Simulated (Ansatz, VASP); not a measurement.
**One calculation of LiCl, two programs**

```
Li Cl
1.0
     0.00000    2.96080    1.92452
     2.96080    0.00000    1.92452
     2.96080    2.96080    0.00000
Li Cl
1 1
Cartesian
  0.0000 0.0000 0.0000
  2.9608 2.9608 1.9245
```

Alike in both runs: task single point; functional PBE; k mesh 8 × 8 × 8; occupations gaussian, width 0.05 eV; no spin polarisation.

|  | VASP | Ansatz |
| --- | --- | --- |
| version | VASP 6.6.1 | Ansatz 0.2.0 |
| potentials or method | VASP PAW PBE potentials, release 64 (Li_sv, Cl) | scalar-relativistic, plane waves, PAW |
| plane-wave cutoff (eV) | 520 | 420 |
| valence electrons in the cell | 10 | 10 |

|  | VASP | Ansatz | Ansatz less VASP |
| --- | --- | --- | --- |
| gap on the k mesh at the Fermi level (eV) | 6.04 | 6.04 | -0.004 |
| least direct gap on the mesh (eV) | 6.10 | 6.10 | -0.004 |

The functional is the same, so the differences come from potentials, cutoffs and numerics.

 A k mesh can miss the band edges. As with any semilocal functional, this PBE gap is likely too small.
